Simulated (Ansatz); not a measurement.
Run this with the Ansatz DFT code, driven from Python and show what comes out.

`tc_transition.py`:
```python
"""Pressure at which two phases of Tc cross."""

import logging
import sys
import warnings

import ansatz as az
import numpy as np

logging.basicConfig(stream=sys.stdout, format="[%(levelname)s] %(message)s")
log = logging.getLogger("calc")
log.setLevel(logging.INFO)


def hcp(first, a):
    return (
        az.Lattice.from_parameters(a, a, 1.633 * a, alpha=90, beta=90, gamma=120)
        .space_group(194)
        .atom(first, [1 / 3, 2 / 3, 0.25])
    )


def sc(A, a):
    return (
        az.Lattice.cubic(a)
        .space_group(221)
        .atom(A, [0, 0, 0])
    )


def compute(name, crystal, pressure=0.0):
    calc = crystal.calculation()
    calc = calc.functional(az.Functional.PBE).basis(620)
    calc = calc.kpoints(spacing=0.33)
    calc = calc.occupations("fermi_dirac", width=0.05)
    calc = calc.relax(force_tolerance=0.01, cell=True, pressure=pressure)
    return calc.run(threads=1, pin="off")


def volume_per_atom(outcome):
    return abs(np.linalg.det(outcome.lattice.cell_ang)) / len(outcome.lattice.sites)

warnings.simplefilter("ignore", az.DeckWarning)

phases = {}
phases["hcp"] = hcp("Tc", 2.72)
phases["sc"] = sc("Tc", 2.51)

# H = E + PV, with 1 eV per cubic angstrom equal to 160.2 GPa
pressures = [0, 5, 10, 20]
enthalpy, volume = {name: [] for name in phases}, {name: [] for name in phases}
for p in pressures:
    for name, crystal in phases.items():
        o = compute(name, crystal, pressure=p)
        volume[name].append(volume_per_atom(o))
        enthalpy[name].append(o.report["energy_sigma0_ev"] / len(o.lattice.sites) + p * volume[name][-1] / 160.21766)
gap = np.array(enthalpy["sc"]) - np.array(enthalpy["hcp"])
rows = [(p, va, vb, 1000 * d) for p, va, vb, d in zip(pressures, volume["hcp"], volume["sc"], gap)]
log.info("| P (GPa) | V hcp (A^3/atom) | V sc (A^3/atom) | H(sc) - H(hcp) (meV/atom) |")
log.info("| --- | --- | --- | --- |")
for row in rows:
    log.info(f"| {row[0]:d} | {row[1]:.3f} | {row[2]:.3f} | {row[3]:+.1f} |")
crossings = [p0 - g0 * (p1 - p0) / (g1 - g0) for p0, p1, g0, g1 in zip(pressures, pressures[1:], gap, gap[1:]) if g0 * g1 < 0]
print("crossing near", [round(float(p), 1) for p in crossings], "GPa") if crossings else print("no crossing in this range")
```

`python tc_transition.py` gives:
```text
[INFO] | P (GPa) | V hcp (A^3/atom) | V sc (A^3/atom) | H(sc) - H(hcp) (meV/atom) |
[INFO] | --- | --- | --- | --- |
[INFO] | 0 | 14.450 | 16.256 | +1026.0 |
[INFO] | 5 | 14.218 | 15.915 | +1080.5 |
[INFO] | 10 | 14.005 | 15.607 | +1131.9 |
[INFO] | 20 | 13.626 | 15.075 | +1226.8 |
no crossing in this range
```

Caveats:
- At a fixed pressure a relaxation lowers the enthalpy F + PV, while F alone can rise.
- For the metals among these phases the mesh is modest: differences between phases can be off by up to 40 meV an atom.
- Only these two structures are compared, at zero temperature and with their symmetry kept; either may be hypothetical, and another phase may be lower than both. Differences under about 40 meV an atom lie within the error of mesh and functional.
- The cells are prototypes set up for this calculation and needn't exist.
- Wall time of the script: 33 s on 1 thread of Intel(R) Xeon(R) 6975P-C (Granite Rapids) (shared host), peak memory 0.43 GiB.
